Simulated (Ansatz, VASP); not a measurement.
## C: VASP beside Ansatz

File INCAR:

```
SYSTEM = C
ALGO = Normal ; EDIFF = 1E-7
ENCUT = 520 ; GGA = PE
ISIF = 2 ; ISMEAR = 0
IVDW = 12 ; LASPH = .TRUE.
LCHARG = .FALSE. ; LREAL = .FALSE.
LWAVE = .FALSE. ; NBANDS = 11
NELM = 80 ; PREC = Accurate
SIGMA = 0.05
```

KPOINTS

```
k-points
0
G
  15 15 15
  0 0 0
```

The input POSCAR:

```
C
1.0
    1.2324984681      0.7115833223      3.3613878357
   -1.2324984681      0.7115833223      3.3613878357
    0.0000000000     -1.4231666447      3.3613878357
C
2
Direct
    0.1725030051      0.1725030051      0.1830428811
    0.8274969949      0.8274969949      0.8169571189
```

Input for Ansatz:

```yaml
crystal:
  lattice:
    - [1.2324984681, 0.7115833223, 3.3613878357]
    - [-1.2324984681, 0.7115833223, 3.3613878357]
    - [0.0, -1.4231666447, 3.3613878357]
  atoms:
    - { symbol: C, position: [0.1725030051, 0.1725030051, 0.1830428811] }
    - { symbol: C, position: [0.8274969949, 0.8274969949, 0.8169571189] }
basis:
  ecutwfc: 520.0
kpoints:
  mp_grid: { grid: [15, 15, 15] }
hamiltonian:
  xc: pbe
  dispersion: d3bj
scf:
  occupations: { method: gaussian, width: 0.05 }
output:
  forces: true
  stress: true
  eigenvalues: true
```

Change from the starting cell: mode 4 frozen in at +0.095 Å and mode 6 at -0.015 Å (largest displacements).

Alike in both runs: task single point; functional PBE; dispersion D3(BJ); k mesh 15 × 15 × 15; occupations gaussian, width 0.05 eV; no spin polarisation.

|  | VASP | Ansatz |
| --- | --- | --- |
| version | VASP 6.6.1 | Ansatz 0.2.0 |
| potentials or method | VASP PAW PBE potentials, release 64 (C) | scalar-relativistic, plane waves, PAW |
| plane-wave cutoff (eV) | 520 | 520 |
| valence electrons in the cell | 8 | 8 |

VASP gave:

```
gap on the k mesh at the Fermi level (eV)       : none
least direct gap on the mesh (eV)               : 0.00
pressure (GPa)                                  : -1.1
largest component of the traceless stress (GPa) : 4.55
rms of the force components (eV/Å)              : 2.018
```

Problem. What did Ansatz give for the same quantities?

Solution. gap on the k mesh at the Fermi level (eV): none; least direct gap on the mesh (eV): 0.00; pressure (GPa): -1.6; largest component of the traceless stress (GPa): 4.23; rms of the force components (eV/Å): 2.023.

Atom by atom the forces differ by 0.007 eV/Å (rms over components). A gap of «none» marks a metal or a gap that the smearing closes.

Caveats: an odd mesh through Γ misses points on the zone boundary, where band edges often lie; forces of over 1 eV/Å show positions far from the minimum, so gaps and moduli don't describe the material at rest.

A gap of «none» marks a metal or a gap under the smearing width.
